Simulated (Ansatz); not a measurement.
**CaF2 (Fluorite) under changes of volume**

One of the cells (13.579 Å³/atom); the others are scaled copies at fixed shape and fractional positions:

```
Ca F
1.0
     0.00000    2.73100    2.73100
     2.73100    0.00000    2.73100
     2.73100    2.73100    0.00000
Ca F
1 2
Direct
  0.00000 0.00000 0.00000
  0.75000 0.75000 0.75000
  0.25000 0.25000 0.25000
```

| Property | Result |
| --- | --- |
| Program | Ansatz 0.2.0 |
| Functional | BLYP |
| Potentials or basis | Ansatz PAW |
| Cutoff | 420 eV (not typed: the program's choice for these potentials) |
| k mesh | 8 × 8 × 8 |
| Occupations | fermi-dirac, width 0.05 eV |
| Spin | no spin polarisation |

```tsv
volume (Å³/atom)	energy over the lowest point (meV/atom)	pressure (GPa)	gap on the mesh (eV)
12.764	44.14	10.6	7.79
13.036	28.30	8.2	7.66
13.308	16.20	6.0	7.53
13.579	7.74	4.0	7.40
13.851	2.46	2.3	7.28
14.122	0.00	0.7	7.16
14.394	?	?	?
```

**Question.** What does the run at 14.394 Å³/atom give?

**Answer.** Energy over the lowest point 0.07 meV/atom; pressure -0.8 GPa; gap on the mesh 7.05 eV.

Worked out: A Birch-Murnaghan fit of order 3 (a polynomial in V^(-2/3)) to the other rows has its minimum at 14.23 Å³/atom, just outside them, with B0 = V·E''(V) = 78 GPa and B' = 3.9. It gives 0.23 meV/atom at 14.394 Å³/atom, against the run's 0.07, and -dE/dV = -0.9 GPa, against -0.8. A straight line through the other rows of the gap, of slope -6.25 eV per unit of ln V, extrapolates to 7.04 eV, against the run's 7.05.

Energies are extrapolated to zero smearing.

Caveats: the PAW data sets come from PBE, with cores solved anew for the run's functional, which leaves a small shift of forces and pressure.

A mesh can miss the band edges.
